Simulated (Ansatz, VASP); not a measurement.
**One calculation of Mo, two programs**

```xyz
1
Lattice="-1.5802 1.5802 1.5802 1.5802 -1.5802 1.5802 1.5802 1.5802 -1.5802" Properties=species:S:1:pos:R:3 pbc="T T T"
Mo    0.0000    0.0000    0.0000
```

Alike in both runs: functional PBE; k mesh 18 × 18 × 18; occupations gaussian, width 0.1 eV; no spin polarisation.

Ansatz relaxed the structure, and its values are those at the end. VASP's run is a single point on that final structure, the one shown.

```csv
,VASP,Ansatz
version,VASP 6.6.1,Ansatz 0.2.0
potentials or method,"VASP PAW PBE potentials, release 64 (Mo_sv)","scalar-relativistic, plane waves, PAW"
plane-wave cutoff (eV),520,420
valence electrons in the cell,14,14
```

VASP gave:

- gap on the k mesh at the Fermi level (eV): none
- pressure (GPa): 0.5

Problem. Which values does Ansatz return?

Solution. gap on the k mesh at the Fermi level (eV): none; pressure (GPa): 0.0.

A gap of «none» marks a metal or a gap that the smearing closes.
